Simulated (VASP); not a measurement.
Write the native input for VASP 6.6.1 that does the following.

- Task: single point
- Functional: r2SCAN
- Potentials or basis: VASP PAW PBE potentials, release 64 (Pb_d, Te)
- Cutoff: 520 eV
- k mesh: 6 × 6 × 4
- Occupations: gaussian, width 0.01 eV
- Spin: no spin polarisation
- Dipole correction: no
- Further INCAR settings: ALGO = Normal; EDIFF = 1e-07; NBANDS = 28

The system is TePb.

```
CELL_PARAMETERS angstrom
5.22349 0.00000 0.00000
-2.61174 4.52367 0.00000
0.00000 0.00000 6.24659
ATOMIC_POSITIONS crystal
Pb 0.33333 0.66667 0.93767
Pb 0.66667 0.33333 0.43767
Te 0.33333 0.66667 0.43733
Te 0.66667 0.33333 0.93733
```

The cell was built by a generator and needn't be a form met in nature.

The cell isn't the ideal one: hydrostatic strain -5.0%.

One way to write it, as run:

POSCAR

```
TePb
1.0
    5.2234870038      0.0000000000      0.0000000000
   -2.6117435019      4.5236724416      0.0000000000
    0.0000000000      0.0000000000      6.2465886192
Pb Te
2 2
Direct
    0.3333333333      0.6666666667     -0.0623278428
    0.6666666667      0.3333333333      0.4376721572
    0.3333333333      0.6666666667      0.4373278428
    0.6666666667      0.3333333333      0.9373278428
```

INCAR.step1

```
SYSTEM = TePb
PREC = Accurate
ENCUT = 520
ISMEAR = 0
SIGMA = 0.01
LREAL = .False.
LASPH = .True.
NELM = 100
NBANDS = 28
GGA = PE
ALGO = Normal
EDIFF = 1E-4
LWAVE = .True.
LCHARG = .False.
```

INCAR.step2

```
SYSTEM = TePb
PREC = Accurate
ENCUT = 520
EDIFF = 1E-7
ISMEAR = 0
SIGMA = 0.01
LREAL = .False.
LASPH = .True.
NELM = 100
ALGO = Normal
ISIF = 2
LWAVE = .False.
LCHARG = .False.
METAGGA = R2SCAN
LMIXTAU = .True.
NBANDS = 28
ISTART = 1
```

KPOINTS

```
Automatic mesh
0
Gamma
  6 6 4
  0 0 0
```

Potentials or basis: VASP PAW PBE potentials, release 64 (Pb_d, Te).

Run with:

```console
$ cat potpaw_PBE.64/Pb_d/POTCAR potpaw_PBE.64/Te/POTCAR > POTCAR
$ cp INCAR.step1 INCAR
$ mpirun -np 1 vasp_std > vasp.out
$ cp INCAR.step2 INCAR
$ mpirun -np 1 vasp_std > vasp.out
```

It gave:

| Quantity | Value |
| --- | --- |
| Pressure | 6.8 GPa |
| Largest force | 0.004 eV/Å |
| Band gap on the k mesh | 0.90 eV, indirect (least direct gap 1.08 eV) |

Caveat: the PAW data sets were made with another functional, which shifts forces and pressure a little; spin-orbit coupling is left out, which as a rule narrows the gap of such compounds by several tenths of an eV.

It took 3.1 min on 1 thread of Intel(R) Xeon(R) 6975P-C (Granite Rapids), with other jobs on the host, peak memory 0.33 GiB.
